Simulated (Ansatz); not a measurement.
# Fe: the order of phases at one pressure

Aim: bring Fe in several structures (bcc, hcp, beta tin, dhcp, diamond) to one pressure and rank them by enthalpy. The pressure is set by scaling the first phase. Methods of the runs shown: LAPW. Companion runs by PAW are cited.

Method: DFT, PBE, all-electron LAPW, scalar-relativistic, in Ansatz 0.2.0.

**1. The starting structure**

It takes space group Im-3m (No. 229, cubic). The conventional cell has a = 2.756 Å, b = 2.756 Å, c = 2.756 Å, α = 90.00°, β = 90.00°, γ = 90.00°. Fe (site symmetry m-3m) is surrounded by 8 Fe at 2.39 Å.

Structure file:

```cif
data_structure
_symmetry_space_group_name_H-M 'P 1'
_symmetry_Int_Tables_number 1
_cell_length_a 2.3864
_cell_length_b 2.3864
_cell_length_c 2.3864
_cell_angle_alpha 109.471
_cell_angle_beta 109.471
_cell_angle_gamma 109.471
_cell_volume 10.46
loop_
_atom_site_label
_atom_site_type_symbol
_atom_site_fract_x
_atom_site_fract_y
_atom_site_fract_z
_atom_site_occupancy
Fe1 Fe 0.00000 0.00000 0.00000 1
```

**2. Bcc relaxed under pressure, LAPW**

File input.yaml:

```yaml
crystal:
  lattice:
    - [-1.3777865214, 1.3777865214, 1.3777865214]
    - [1.3777865214, -1.3777865214, 1.3777865214]
    - [1.3777865214, 1.3777865214, -1.3777865214]
  atoms:
    - { symbol: Fe, position: [0.0, 0.0, 0.0], spin: 2.5 }
magnetization:
  spin_polarized: true
kpoints:
  mp_grid: { grid: [19, 19, 19] }
scf:
  occupations: { method: fermi_dirac, width: 0.05 }
hamiltonian:
  xc: pbe
  pseudopotentials: { kind: all_electron, lapw: { basis_error: 0.0005 } }
output:
  forces: true
  stress: true
  eigenvalues: true
relax:
  f_tol: 0.005
  max_steps: 12
  cell: { p_target: 19.0, stress_tol: 0.03 }
```

Run with:

```bash
$ ansatz run input.yaml --threads 2 --pin off --max-ram 7168MiB --backend cpu --events-out ev --progress --plain --runs-dir out
```

Further steps of the session: Hcp relaxed under pressure, LAPW; Beta tin relaxed under pressure, LAPW; Dhcp at the cell that PAW relaxed, LAPW; Diamond relaxed under pressure, LAPW.

Q: Predict the outcome of this session. Wanted: pressure; lowest (for each run or level that gives them).

**Answer**, as computed:

```
     quantity                         value
     pressure                        19 GPa
lowest (LAPW)  hcp, 34.6 meV/atom under bcc
 lowest (PAW)  hcp, 40.3 meV/atom under bcc
```

By LAPW the order is hcp < bcc < dhcp < beta tin < diamond. By PAW the order is hcp < bcc < dhcp < beta tin < diamond. The methods agree on the lowest phase. Only these structures were tried, with electrons smeared by 0.05 eV and without vibrations, so the true ground state may be another. The k meshes differ between phases and weren't tested, which can move differences by some meV. Other magnetic orders may lie lower; this is the state that the run reached.
